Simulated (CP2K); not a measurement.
Runs of CP2K 2026.2 on Te. It takes space group R-3m (No. 166, trigonal). The conventional cell has a = 4.612 Å, b = 4.612 Å, c = 5.073 Å, α = 90.00°, β = 90.00°, γ = 120.00°. Te (site symmetry -3m) is surrounded by 6 Te at 3.15 Å. This isn't the form of Te at room conditions, which is trigonal, of chains.

| task | level | potentials or basis | cell | smearing | EPS_DEFAULT | NGRIDS | basis sets | potentials | points a segment of the path (NPOINTS) | gap on the mesh (eV) | pressure (GPa) |
| --- | --- | --- | --- | --- | --- | --- | --- | --- | --- | --- | --- |
| band structure | r2SCAN | POTENTIAL_UZH Te GTH-SCAN-q6; TZVP-MOLOPT-SCAN-GTH basis | as given | fermi-dirac 0.0259 eV | 1.0E-9 | 4 | Te TZVP-MOLOPT-SCAN-GTH-q6 | Te GTH-SCAN-q6 of POTENTIAL_UZH | 6 | none | (a) |
| band structure | SCAN | POTENTIAL_UZH Te GTH-SCAN-q6; TZVP-MOLOPT-SCAN-GTH basis | as given | fermi-dirac 0.05 eV | 1.0E-10 | 5 | Te TZVP-MOLOPT-SCAN-GTH-q6 | Te GTH-SCAN-q6 of POTENTIAL_UZH | 10 | none | 2.7 |
| band structure | TASK | POTENTIAL_UZH Te GTH-SCAN-q6; TZVP-MOLOPT-SCAN-GTH basis | as given | fermi-dirac 0.01 eV | 1.0E-9 | 5 | Te TZVP-MOLOPT-SCAN-GTH-q6 | Te GTH-SCAN-q6 of POTENTIAL_UZH | 6 | none | 6.0 |
| single point | PBEsol | POTENTIAL_UZH Te GTH-PBE-q6; TZVP-MOLOPT-PBE-GTH basis | as given | fermi-dirac 0.05 eV | 1.0E-10 | 5 | Te TZVP-MOLOPT-PBE-GTH-q6 | Te GTH-PBE-q6 of POTENTIAL_UZH | - | none | 1.8 |
| single point | PBEsol | POTENTIAL_UZH Te GTH-PBE-q6; TZVP-MOLOPT-PBE-GTH basis | cell strained at random at fixed volume | fermi-dirac 0.05 eV | 1.0E-10 | 5 | Te TZVP-MOLOPT-PBE-GTH-q6 | Te GTH-PBE-q6 of POTENTIAL_UZH | - | none | 2.1 |

Alike in all rows: no spin polarisation; k mesh 9 × 9 × 9.

Task: Estimate the missing entries.

Result: (a) 2.5.

Caveats: the basis of atomic orbitals isn't converged, which shifts pressures, moduli and gaps; spin-orbit coupling is left out, which moves the levels of the heavy elements (some runs); the potentials were made for another functional, which shifts forces and pressure (some runs).

A k mesh can miss the band edges, and the runs leave out spin-orbit coupling on Te.

A gap of «none» marks a metal or a gap under the smearing width.
